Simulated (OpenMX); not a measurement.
## Nb and the effect of the volume of the cell

Symmetry: Pm-3m, No. 221, cubic system. The conventional cell has a = 2.720 Å, b = 2.720 Å, c = 2.720 Å, α = 90.00°, β = 90.00°, γ = 90.00°. Around Nb (site symmetry m-3m) lie 6 Nb at 2.72 Å.

This isn't the form of Nb at room conditions, which is bcc.

Kept alike: task single point; functional PBE; k mesh 7 × 7 × 7; occupations fermi-dirac, width 0.05 eV; no spin polarisation. Program: OpenMX, OpenMX 2013 PBE set, Nb7.0-s3p2d2, grid cutoff 400 Ry. The mesh is that of the run's cell of 1 atom. No spin-orbit coupling.

| run | pressure (GPa) | free energy over the lowest row (meV/atom) |
| --- | --- | --- |
| A | 2.32 | 0.00 |
| B | 27.02 | 199.61 |
| C | -7.54 | 26.86 |
| D | -3.09 | 2.71 |
| E | 8.80 | 26.94 |
| F | 16.91 | 90.71 |

Pressure is positive in compression. The cell shown is the unstrained one; x, y and z are its Cartesian axes; atoms keep their fractions. For a metal such a mesh leaves the last digits unconverged.

The runs differ in the volume of the cell alone: 0.88; 0.92; 0.96; 1; 1.04; 1.08 times the cell shown. Which run is which?

Run A is 1 times the cell shown; run B is 0.88 times the cell shown; run C is 1.08 times the cell shown; run D is 1.04 times the cell shown; run E is 0.96 times the cell shown; run F is 0.92 times the cell shown. The pressure falls from 27.02 to -7.54 GPa between 0.88 and 1.08 times the cell shown. The free energy is lowest at 1, and 199.61 meV an atom higher at 0.88.
